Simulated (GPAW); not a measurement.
Set up this calculation in GPAW 26.7.0, as an ASE script.

- Task: equation of state
- Functional: BLYP
- Dispersion: D4
- Potentials or basis: PAW data sets generated in the run's folder for this functional
- Cutoff: 800 eV
- Basis: pw
- k mesh: 7 × 7 × 7
- Occupations: fermi-dirac, width 0.05 eV
- Spin: collinear spin, ferromagnetic start
- Starting moments: [4.0, 0.0] μB
- Eigensolver: davidson
- Maxiter: 150
- Eos scales: [0.94, 0.96, 0.98, 1.0, 1.02, 1.04, 1.06]

The structure of MnO lies in MnO.cif:

```cif
data_MnO
_cell_length_a 4.44781541
_cell_length_b 4.44781541
_cell_length_c 4.44781541
_cell_angle_alpha 90.00000000
_cell_angle_beta 90.00000000
_cell_angle_gamma 90.00000000
_space_group_name_H-M_alt 'Fm-3m'
_space_group_name_Hall '-F 4 2 3'
_space_group_IT_number 225
loop_
_space_group_symop_operation_xyz
'x,y,z'
'-x,-y,-z'
'-y,x,z'
'y,-x,-z'
'-x,-y,z'
'x,y,-z'
'y,-x,z'
'-y,x,-z'
'x,-y,-z'
'-x,y,z'
'-y,-x,-z'
'y,x,z'
'-x,y,-z'
'x,-y,z'
'y,x,-z'
'-y,-x,z'
'z,x,y'
'-z,-x,-y'
'z,-y,x'
'-z,y,-x'
'z,-x,-y'
'-z,x,y'
'z,y,-x'
'-z,-y,x'
'-z,x,-y'
'z,-x,y'
'-z,-y,-x'
'z,y,x'
'-z,-x,y'
'z,x,-y'
'-z,y,x'
'z,-y,-x'
'y,z,x'
'-y,-z,-x'
'x,z,-y'
'-x,-z,y'
'-y,z,-x'
'y,-z,x'
'-x,z,y'
'x,-z,-y'
'-y,-z,x'
'y,z,-x'
'-x,-z,-y'
'x,z,y'
'y,-z,-x'
'-y,z,x'
'x,-z,y'
'-x,z,-y'
'x,y+1/2,z+1/2'
'-x,-y+1/2,-z+1/2'
'-y,x+1/2,z+1/2'
'y,-x+1/2,-z+1/2'
'-x,-y+1/2,z+1/2'
'x,y+1/2,-z+1/2'
'y,-x+1/2,z+1/2'
'-y,x+1/2,-z+1/2'
'x,-y+1/2,-z+1/2'
'-x,y+1/2,z+1/2'
'-y,-x+1/2,-z+1/2'
'y,x+1/2,z+1/2'
'-x,y+1/2,-z+1/2'
'x,-y+1/2,z+1/2'
'y,x+1/2,-z+1/2'
'-y,-x+1/2,z+1/2'
'z,x+1/2,y+1/2'
'-z,-x+1/2,-y+1/2'
'z,-y+1/2,x+1/2'
'-z,y+1/2,-x+1/2'
'z,-x+1/2,-y+1/2'
'-z,x+1/2,y+1/2'
'z,y+1/2,-x+1/2'
'-z,-y+1/2,x+1/2'
'-z,x+1/2,-y+1/2'
'z,-x+1/2,y+1/2'
'-z,-y+1/2,-x+1/2'
'z,y+1/2,x+1/2'
'-z,-x+1/2,y+1/2'
'z,x+1/2,-y+1/2'
'-z,y+1/2,x+1/2'
'z,-y+1/2,-x+1/2'
'y,z+1/2,x+1/2'
'-y,-z+1/2,-x+1/2'
'x,z+1/2,-y+1/2'
'-x,-z+1/2,y+1/2'
'-y,z+1/2,-x+1/2'
'y,-z+1/2,x+1/2'
'-x,z+1/2,y+1/2'
'x,-z+1/2,-y+1/2'
'-y,-z+1/2,x+1/2'
'y,z+1/2,-x+1/2'
'-x,-z+1/2,-y+1/2'
'x,z+1/2,y+1/2'
'y,-z+1/2,-x+1/2'
'-y,z+1/2,x+1/2'
'x,-z+1/2,y+1/2'
'-x,z+1/2,-y+1/2'
'x+1/2,y,z+1/2'
'-x+1/2,-y,-z+1/2'
'-y+1/2,x,z+1/2'
'y+1/2,-x,-z+1/2'
'-x+1/2,-y,z+1/2'
'x+1/2,y,-z+1/2'
'y+1/2,-x,z+1/2'
'-y+1/2,x,-z+1/2'
'x+1/2,-y,-z+1/2'
'-x+1/2,y,z+1/2'
'-y+1/2,-x,-z+1/2'
'y+1/2,x,z+1/2'
'-x+1/2,y,-z+1/2'
'x+1/2,-y,z+1/2'
'y+1/2,x,-z+1/2'
'-y+1/2,-x,z+1/2'
'z+1/2,x,y+1/2'
'-z+1/2,-x,-y+1/2'
'z+1/2,-y,x+1/2'
'-z+1/2,y,-x+1/2'
'z+1/2,-x,-y+1/2'
'-z+1/2,x,y+1/2'
'z+1/2,y,-x+1/2'
'-z+1/2,-y,x+1/2'
'-z+1/2,x,-y+1/2'
'z+1/2,-x,y+1/2'
'-z+1/2,-y,-x+1/2'
'z+1/2,y,x+1/2'
'-z+1/2,-x,y+1/2'
'z+1/2,x,-y+1/2'
'-z+1/2,y,x+1/2'
'z+1/2,-y,-x+1/2'
'y+1/2,z,x+1/2'
'-y+1/2,-z,-x+1/2'
'x+1/2,z,-y+1/2'
'-x+1/2,-z,y+1/2'
'-y+1/2,z,-x+1/2'
'y+1/2,-z,x+1/2'
'-x+1/2,z,y+1/2'
'x+1/2,-z,-y+1/2'
'-y+1/2,-z,x+1/2'
'y+1/2,z,-x+1/2'
'-x+1/2,-z,-y+1/2'
'x+1/2,z,y+1/2'
'y+1/2,-z,-x+1/2'
'-y+1/2,z,x+1/2'
'x+1/2,-z,y+1/2'
'-x+1/2,z,-y+1/2'
'x+1/2,y+1/2,z'
'-x+1/2,-y+1/2,-z'
'-y+1/2,x+1/2,z'
'y+1/2,-x+1/2,-z'
'-x+1/2,-y+1/2,z'
'x+1/2,y+1/2,-z'
'y+1/2,-x+1/2,z'
'-y+1/2,x+1/2,-z'
'x+1/2,-y+1/2,-z'
'-x+1/2,y+1/2,z'
'-y+1/2,-x+1/2,-z'
'y+1/2,x+1/2,z'
'-x+1/2,y+1/2,-z'
'x+1/2,-y+1/2,z'
'y+1/2,x+1/2,-z'
'-y+1/2,-x+1/2,z'
'z+1/2,x+1/2,y'
'-z+1/2,-x+1/2,-y'
'z+1/2,-y+1/2,x'
'-z+1/2,y+1/2,-x'
'z+1/2,-x+1/2,-y'
'-z+1/2,x+1/2,y'
'z+1/2,y+1/2,-x'
'-z+1/2,-y+1/2,x'
'-z+1/2,x+1/2,-y'
'z+1/2,-x+1/2,y'
'-z+1/2,-y+1/2,-x'
'z+1/2,y+1/2,x'
'-z+1/2,-x+1/2,y'
'z+1/2,x+1/2,-y'
'-z+1/2,y+1/2,x'
'z+1/2,-y+1/2,-x'
'y+1/2,z+1/2,x'
'-y+1/2,-z+1/2,-x'
'x+1/2,z+1/2,-y'
'-x+1/2,-z+1/2,y'
'-y+1/2,z+1/2,-x'
'y+1/2,-z+1/2,x'
'-x+1/2,z+1/2,y'
'x+1/2,-z+1/2,-y'
'-y+1/2,-z+1/2,x'
'y+1/2,z+1/2,-x'
'-x+1/2,-z+1/2,-y'
'x+1/2,z+1/2,y'
'y+1/2,-z+1/2,-x'
'-y+1/2,z+1/2,x'
'x+1/2,-z+1/2,y'
'-x+1/2,z+1/2,-y'
loop_
_atom_site_label
_atom_site_type_symbol
_atom_site_symmetry_multiplicity
_atom_site_Wyckoff_symbol
_atom_site_fract_x
_atom_site_fract_y
_atom_site_fract_z
_atom_site_occupancy
Mn1 Mn 4 a 0.0000000000 0.0000000000 0.0000000000 1
O1 O 4 b 0.5000000000 0.0000000000 0.0000000000 1
```

The cell is a database's computed one.

These files were run (other wordings do the same):

run.py

```python
import spglib
from ase import Atoms
from ase.calculators.mixing import SumCalculator
from ase.eos import EquationOfState
from ase.io import Trajectory, read
from ase.units import GPa
from dftd4.ase import DFTD4
from gpaw import GPAW, PW, setup_paths

setup_paths.insert(0, '.')

atoms = read('MnO.cif')
cell, positions, numbers = spglib.find_primitive(
    (atoms.cell[:], atoms.get_scaled_positions(), atoms.numbers), symprec=1e-4)
atoms = Atoms(numbers, cell=cell, scaled_positions=positions, pbc=True)
atoms.set_initial_magnetic_moments([4.0, 0.0])

traj = Trajectory('eos.traj', 'w')
volumes, energies = [], []
for x in [0.94, 0.96, 0.98, 1.0, 1.02, 1.04, 1.06]:
    a = atoms.copy()
    a.set_cell(atoms.cell * x**(1 / 3), scale_atoms=True)
    calc = GPAW(mode=PW(800),
                xc='BLYP',
                kpts={'size': (7, 7, 7), 'gamma': True},
                occupations={'name': 'fermi-dirac', 'width': 0.05},
                nbands=21,
                convergence={'density': 1e-05, 'energy': 1e-05},
                eigensolver='davidson',
                maxiter=150,
                txt=f'eos-{x:.2f}.txt')
    a.calc = SumCalculator([calc, DFTD4(method='blyp')])
    energies.append(a.get_potential_energy())
    volumes.append(a.get_volume())
    p = -a.get_stress()[:3].mean() / GPa
    calc.write(f'eos-{x:.2f}.gpw')
    traj.write(a)
    print(f'{x:.2f} {volumes[-1]:10.4f} A^3 {energies[-1]:14.6f} eV {p:9.3f} GPa', flush=True)

v0, e0, B = EquationOfState(volumes, energies, eos='birchmurnaghan').fit()
print(f'V0 = {v0:.4f} A^3, E0 = {e0:.6f} eV, B0 = {B / GPa:.2f} GPa')
```

Potentials or basis: PAW data sets generated in the run's folder for this functional, pw.

Launch:

```console
$ gpaw-setup -f BLYP Mn O
$ OMP_NUM_THREADS=1 python run.py
```

It gave:

```json
{"Equilibrium volume": "10.85 Å³/atom (rough: see the caveat)", "Bulk modulus": "1500 GPa (rough)"}
```

Caveat: the energies scatter about the fit; the fit is doubtful: noisy points or a state that changes with volume.

Wall time 2.9 min on 1 thread of Arm Neoverse V1, with other jobs on the host, peak memory 0.26 GiB.
